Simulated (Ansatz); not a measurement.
## SrO: equation of state with BLYP+D3(BJ)+ATM

Crystal: SrO.

```
Sr O
1.0
     0.00000    2.56630    2.56630
     2.56630    0.00000    2.56630
     2.56630    2.56630    0.00000
Sr O
1 1
Direct
  0.50000 0.50000 0.50000
  0.00000 0.00000 0.00000
```

```
Program             : Ansatz 0.2.0
Task                : equation of state
Functional          : BLYP
Dispersion          : D3(BJ)+ATM
Potentials or basis : Ansatz PAW
Cutoff              : 420 eV
Density cutoff      : 1680 eV
k mesh              : 9 × 9 × 9
Occupations         : fermi-dirac, width 0.05 eV
Spin                : non-collinear spin, ferromagnetic start
Starting moments    : [[0.5, 0.0, 0.0], [0.0, 0.0, 0.0]] μB
```

```
Equilibrium volume                      : 17.04 Å³/atom
Bulk modulus                            : 92 GPa
Pressure derivative of the bulk modulus : 4.4 (rough: it moves with the points fitted)
```

Energy against volume, from the lowest point:
```csv
volume (Å³/atom),energy (meV/atom)
15.887,24.99
16.225,11.81
16.563,3.66
16.901,0.00
17.239,0.31
17.577,4.23
17.915,11.46
```

All runs of the series together: 60 s on 1 thread of Arm Neoverse V1, with other jobs on the host.

Caveat: the potentials were made for another functional, which shifts forces and pressure. Zero-point motion and thermal expansion aren't in these numbers.
